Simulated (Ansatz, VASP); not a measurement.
PbO2: VASP beside Ansatz

File POSCAR:

```
PbO2
1.0
    0.0000000000      2.6838572791      2.6838572791
    2.6838572791      0.0000000000      2.6838572791
    2.6838572791      2.6838572791      0.0000000000
Pb O
1 2
Direct
    0.0000000000      0.0000000000      0.0000000000
    0.7500000000      0.7500000000      0.7500000000
    0.2500000000      0.2500000000      0.2500000000
```

File INCAR.step1:

```
PREC = Accurate ; ENCUT = 520
ISMEAR = -1 ; SIGMA = 0.05
LREAL = False ; LASPH = True
NELM = 100 ; NBANDS = 20
GGA = PE ; ALGO = Normal
EDIFF = 1E-4 ; LWAVE = True
LCHARG = False
```

File INCAR.step2:

```
PREC = Accurate ; ENCUT = 520
EDIFF = 1E-6 ; ISMEAR = -1
SIGMA = 0.05 ; LREAL = False
LASPH = True ; NELM = 100
ALGO = Normal ; ISIF = 2
LWAVE = False ; LCHARG = False
METAGGA = R2SCAN ; LMIXTAU = True
NBANDS = 20 ; ISTART = 1
```

KPOINTS

```
regular mesh
0
Gamma
  9 9 9
```

Contents of input.yaml:

```yaml
crystal:
  lattice:
    - [0.0, 2.6838572791, 2.6838572791]
    - [2.6838572791, 0.0, 2.6838572791]
    - [2.6838572791, 2.6838572791, 0.0]
  atoms:
    - { symbol: Pb, position: [0.0, 0.0, 0.0] }
    - { symbol: O, position: [0.75, 0.75, 0.75] }
    - { symbol: O, position: [0.25, 0.25, 0.25] }
hamiltonian:
  xc: r2scan
  pseudopotentials: { kind: paw }
kpoints:
  mp_grid: { grid: [9, 9, 9] }
scf:
  occupations: { method: fermi_dirac, width: 0.05 }
output:
  forces: true
  stress: true
  eigenvalues: true
```

The cell comes from a database or a generator and needn't be the stable form of this composition.

Alike in both runs: task single point; functional r2SCAN; k mesh 9 × 9 × 9; occupations fermi-dirac, width 0.05 eV; no spin polarisation.

|  | VASP | Ansatz |
| --- | --- | --- |
| version | VASP 6.6.1 | Ansatz 0.2.0 |
| potentials or method | VASP PAW PBE potentials, release 64 (Pb_d, O) | Ansatz PAW |
| plane-wave cutoff (eV) | 520 | 500 |
| valence electrons in the cell | 26 | 26 |

Ansatz gave:

| Item | Value |
| --- | --- |
| gap on the k mesh at the Fermi level (eV) | none |
| pressure (GPa) | -4.0 |

Estimate VASP's values.

gap on the k mesh at the Fermi level (eV): none; pressure (GPa): -3.0.

A gap of «none» marks a metal or a gap that the smearing closes.

Caveats: the PAW data sets were made with another functional, which shifts forces and pressure a little (VASP); the PAW data sets come from PBE, with cores solved anew for the run's functional, which leaves a small shift of forces and pressure (Ansatz). The runs have no spin-orbit coupling, so splittings on Pb are missing.
